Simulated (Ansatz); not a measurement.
System: GeTe (R3m, No. 160, 2 atoms in the cell). Method: PBE in Ansatz (plane waves, PAW).

The run printed, among other lines:

```
Relaxation: its limit of steps is 80 (relax.max_steps)
Crystal: 2 atoms, lattice volume = 57.452 Å³
Basis set: ecut = 520 eV, 1525 PW (Γ), exchange–correlation on 72×72×72 points (8 copies of the dense FFT grid, shifted against one another)
Symmetry: 6 space group operations
Space group: R3m (ITA 160), of the structure as read, at distance tolerance 3.9e-5 Å
k-points: 116 of 1000 (time reversal used)
Initial density: superposition of atomic densities (chi_scale 0.1, normalization cell, long waves kept (reshape's long-wave potential 0.00 eV rms))
Functional: x = pbe(κ = 0.804, μ = 0.2195149727645171), c = pbe(β = 0.06672455060314922)
SCF iter   1: F=—  HF=-11275.218164 eV  |F-HF|=—  |Δ(HF+E_count)|=         —  Δρ=1.37e-2  dr2=7.64e-2
SCF iter   2: F=—  HF=-11275.222801 eV  |F-HF|=—  |Δ(HF+E_count)|=   4.64e-3  Δρ=6.87e-3  dr2=1.85e-2
  ...
SCF 1 converged in 6 iterations: F = -11275.226473 eV  dr2 = 7.87e-8
Crystal: 2 atoms, lattice volume = 57.452 Å³
Initial density: handed on by an earlier stage of this run
SCF 2 converged in 5 iterations: F = -11275.227291 eV  dr2 = 8.87e-8
Crystal: 2 atoms, lattice volume = 57.452 Å³
Basis set: ecut = 520 eV, 1531 PW (Γ), exchange–correlation on 72×72×72 points (8 copies of the dense FFT grid, shifted against one another)
SCF 3 converged in 4 iterations: F = -11275.227519 eV  dr2 = 1.74e-8
Crystal: 2 atoms, lattice volume = 57.452 Å³
Basis set: ecut = 520 eV, 1543 PW (Γ), exchange–correlation on 72×72×72 points (8 copies of the dense FFT grid, shifted against one another)
SCF 4 converged in 4 iterations: F = -11275.227566 eV  dr2 = 5.41e-9
Crystal: 2 atoms, lattice volume = 57.452 Å³
SCF iter   5: F=—  HF=-11275.227567 eV  |F-HF|=—  |Δ(HF+E_count)|=  9.28e-11  Δρ=1.43e-7  dr2=6.72e-12
SCF iter   6: F=-11275.227567 eV  HF=-11275.227567 eV  |F-HF|=2.73e-11  |Δ(HF+E_count)|=  7.09e-11  Δρ=5.40e-8  dr2=5.04e-13
SCF 5 converged in 6 iterations: F = -11275.227567 eV  dr2 = 5.04e-13
SCF converged after 6 iterations
Free energy (F): -11275.227567 eV
Internal energy: -11275.227567 eV  (E = F + TS)
E sigma→0 (E₀):  -11275.227567 eV
--- Forces (eV/Å), atoms counted from 1 ---
  atom   1  Ge     0.00000000     0.00000000    -0.00036221
  atom   2  Te    -0.00000000    -0.00000000     0.00036225
--- Stress (GPa, compression-positive) ---
       -0.550355       0.000000      -0.000000
        0.000000      -0.550355      -0.000000
       -0.000000      -0.000000      -0.548835
  P = ⅓ Tr σ = -0.5498 GPa (-5.498 kbar)
```

Problem. Write an input file that could have produced this run (the log leaves some choices open).

Solution. This is not unique; one that fits is 
Ansatz 0.2 input:
```yaml
crystal:
  lattice:
    - [2.127419072, 1.2282658079, 3.6644375397]
    - [-2.127419072, 1.2282658079, 3.6644375397]
    - [0.0, -2.4565321138, 3.6644373727]
  atoms:
    - { symbol: Ge, position: [0.9947522082, 0.9947522082, 0.9947522082] }
    - { symbol: Te, position: [0.5262547918, 0.5262547918, 0.5262547918] }
basis:
  ecutwfc: 520
  ecutrho_ratio: 4
  xc_grid: 2
kpoints:
  mp_grid: { grid: [10, 10, 10] }
hamiltonian:
  xc: pbe
  dispersion: none
  pseudopotentials: { azcp: { folder: ./paw }, kind: paw }
scf:
  occupations: { method: fermi_dirac, width: 0.01 }
output:
  forces: true
  stress: true
  eigenvalues: false
relax:
  f_tol: 0.004
  escape_saddle: false
  max_steps: 80
  cell: { stress_tol: 0.02, fix: [volume] }
```

The cell is one volume of an energy–volume scan, off the minimum.

Note: the relaxation could not lower the start's symmetry, so the cell can be a saddle point above a distorted one.

Cost on a shared machine: roughly 70 core-seconds.

Ansatz is an electronic-structure program.
